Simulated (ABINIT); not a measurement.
Write the native input for ABINIT 10.8.3 (patched build) that does the following.

- Task: single point
- Functional: PBE
- Potentials or basis: JTH PAW PBE v2.0
- Cutoff: 599 eV
- k mesh: 6 × 6 × 6
- Occupations: fermi-dirac, width 0.05 eV
- Spin: no spin polarisation
- Fine-grid cutoff: 1197.3 eV
- Exchange and correlation inside the PAW spheres: full angular mesh (pawxcdev 0, this build's default; the released program takes 1)

TePb:

```
Pb Te
1.0
     4.00229    0.00000    0.00000
     0.00000    4.00229    0.00000
     0.00000    0.00000    4.00229
Pb Te
1 1
Direct
  0.00000 0.00000 0.00000
  0.50000 0.50000 0.50000
```

Measurements of this composition are mostly on another form, of space group No. 225.

These files were run (other wordings do the same):

run.abi

```
# Pseudopotentials
pp_dirpath "./"
pseudos "Pb.GGA_PBE-JTH.xml, Te.GGA_PBE-JTH.xml"

# Structure
acell 4.002287 4.002287 4.002287 Angstrom
rprim
     1.0000000000     0.0000000000     0.0000000000
     0.0000000000     1.0000000000     0.0000000000
     0.0000000000     0.0000000000     1.0000000000
ntypat 2
znucl 82 52
natom 2
typat 1 2
xred
     0.0000000000     0.0000000000     0.0000000000
     0.5000000000     0.5000000000     0.5000000000

# Plane-wave basis
ecut 22.0
pawecutdg 44.0

# k points
kptopt 1
ngkpt 6 6 6
nshiftk 1
shiftk 0.0 0.0 0.0

# Exchange and correlation
ixc 11

# Bands and occupations
nband 14
occopt 3
tsmear 0.05 eV

# SCF cycle
nstep 100
tolvrs 1.0e-9

# Output
iomode 3
prtwf 0
prtden 0
prteig 0
prtebands 0
enunit 2
```

Potentials or basis: JTH PAW PBE v2.0.

Launch:

```console
$ abinit run.abi > log 2>&1
```

Results of the run:

```json
{
 "Pressure": "-0.4 GPa",
 "Band gap on the k mesh": "none (metal or under the smearing width)",
 "Valence electrons inside the program's atomic spheres": "Pb 11.29; Te 3.09"
}
```

It took 18 s on 1 thread of Arm Neoverse V1, on a shared host, peak memory 0.12 GiB.
